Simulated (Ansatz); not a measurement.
## Bands of Co

```xyz
1
Lattice="-1.4058 1.4058 1.4058 1.4058 -1.4058 1.4058 1.4058 1.4058 -1.4058" Properties=species:S:1:pos:R:3 pbc="T T T"
Co    0.0000    0.0000    0.0000
```

The cell was built from the bcc type and relaxed in the same program, and has space group Im-3m; it needn't be a known or the stable phase.

Method: DFT, PBE, all-electron LAPW, Dirac equation with spin-orbit coupling in Ansatz 0.2.0.

Sampling and basis: a Γ-centred 16×16×16 k mesh, Fermi–Dirac smearing of 0.08 eV, basis error target 1 meV/atom, spin-polarised from start moments Co 2 μB, magnetisation along z, ending with a spin moment of 1.76 μB in the cell.

Points in fractions of the reciprocal vectors of this cell: Γ (0, 0, 0), H (0.5, -0.5, 0.5), N (0, 0, 0.5), P (0.25, 0.25, 0.25). The path joins them by straight lines in the order Γ–H–N–Γ–P–H–P–N; legs that retrace an earlier one aren't tabulated. Energies are in eV from the Fermi level.

Task: Metal or insulator at this level of theory?

Result: No gap opens: metallic or semimetallic.

Task: Tabulate bands 13 to 20, counted from the lowest band of the run, along the path.

Result: 
```csv
k (1/Å),point,band 13,band 14,band 15,band 16,band 17,band 18,band 19,band 20
0.00,Γ,-3.02,-2.02,-2.00,-1.52,-1.50,-1.46,0.37,0.37
0.45,,-2.85,-2.32,-1.88,-1.51,-1.50,-1.27,-0.04,0.51
0.89,,-2.88,-2.32,-1.47,-1.37,-1.33,-1.09,-0.68,0.86
1.34,,-2.31,-2.30,-1.64,-0.77,-0.76,0.06,0.59,2.04
1.79,,-1.41,-1.41,-1.08,0.26,0.26,0.68,5.21,5.79
2.23,H,-0.92,-0.88,-0.83,0.87,0.92,0.96,9.06,9.10
2.55,,-1.29,-1.18,-0.85,0.42,0.54,0.95,7.82,8.19
2.87,,-2.21,-1.87,-0.79,-0.64,-0.25,1.01,5.45,6.10
3.18,,-2.41,-2.28,-1.67,-0.72,-0.46,1.09,3.11,3.94
3.50,,-2.40,-2.08,-1.32,-0.66,-0.03,1.03,1.16,1.97
3.81,N,-1.95,-1.82,-0.64,-0.22,-0.21,0.22,0.58,1.18
4.13,,-2.06,-1.87,-1.49,-1.13,-0.90,0.18,0.55,0.88
4.45,,-2.29,-2.05,-1.90,-1.77,-1.55,0.08,0.13,0.48
4.76,,-2.31,-2.19,-1.96,-1.89,-1.64,-0.68,0.08,0.41
5.08,,-2.86,-2.10,-1.99,-1.61,-1.52,-1.27,0.25,0.38
5.40,Γ,-3.02,-2.02,-2.00,-1.52,-1.50,-1.46,0.37,0.37
5.78,,-2.71,-2.07,-2.04,-1.64,-1.61,-1.12,0.29,0.30
6.17,,-2.13,-2.08,-2.00,-1.98,-1.67,-0.05,0.26,0.30
6.56,,-2.55,-2.55,-1.94,-1.90,0.14,0.38,0.43,1.64
6.94,,-2.81,-2.81,-1.85,-1.81,0.54,0.56,3.32,4.33
7.33,P,-2.76,-2.76,-1.81,-1.80,0.62,0.62,7.70,7.74
7.72,,-2.59,-2.56,-1.81,-1.77,0.51,0.55,6.21,6.24
8.10,,-2.59,-2.56,-1.65,-1.62,0.33,0.37,5.87,5.90
8.49,,-2.99,-1.71,-1.31,-1.30,0.44,0.44,6.65,6.70
8.88,,-1.63,-1.02,-0.98,0.01,0.74,0.78,8.11,8.19
9.27,H,-0.92,-0.88,-0.83,0.87,0.92,0.96,9.06,9.10
11.20,P,-2.76,-2.76,-1.81,-1.80,0.62,0.62,7.70,7.74
11.42,,-2.85,-2.53,-1.83,-1.79,0.56,0.62,5.78,6.49
11.65,,-2.83,-2.11,-1.86,-1.79,0.45,0.61,3.98,4.77
11.87,,-2.41,-1.90,-1.81,-1.50,0.34,0.60,2.34,3.23
12.10,,-1.93,-1.82,-1.53,-0.76,0.25,0.58,0.88,1.91
12.32,N,-1.95,-1.82,-0.64,-0.22,-0.21,0.22,0.58,1.18
```
